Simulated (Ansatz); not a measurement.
The system is SnTe.

```
Te Sn
1.0
     0.00000    3.61115    3.61115
     3.61115    0.00000    3.61115
     3.61115    3.61115    0.00000
Te Sn
1 1
Cartesian
  1.8056 1.8056 1.8056
  0.0000 0.0000 0.0000
```

Measurements of this composition are mostly on another form, of space group No. 225.

Base run:

```yaml
Program: Ansatz 0.2.0
Functional: r2SCAN0
Potentials_or_basis: Ansatz PAW
Cutoff: "500 eV (not typed: the program's choice for these potentials)"
k_mesh: 4 × 4 × 4
Occupations: fermi-dirac, width 0.05 eV
Spin: no spin polarisation
```

Its results: band gap on the k mesh 0.99 eV, indirect (least direct gap 1.84 eV); pressure -0.9 GPa.

Q: After a change of settings the same cell gave: band gap on the k mesh 0.84 eV, indirect (least direct gap 1.60 eV); pressure 0.8 GPa. Which change was it?
A. functional from r2SCAN0 to r2SCAN50
B. functional from r2SCAN0 to B3LYP; cutoff from 500 eV (not typed: the program's choice for these potentials) to 420 eV (not typed: the program's choice for these potentials)
C. functional from r2SCAN0 to HSEsol; cutoff from 500 eV (not typed: the program's choice for these potentials) to 420 eV (not typed: the program's choice for these potentials)
D. functional from r2SCAN0 to HSE06; cutoff from 500 eV (not typed: the program's choice for these potentials) to 420 eV (not typed: the program's choice for these potentials)

A: B.

Caveats: spin-orbit coupling is left out, which moves the levels of the heavy elements; the PAW data sets come from PBE, with cores solved anew for the run's functional, which leaves a small shift of forces and pressure; the thresholds are loose for stress.
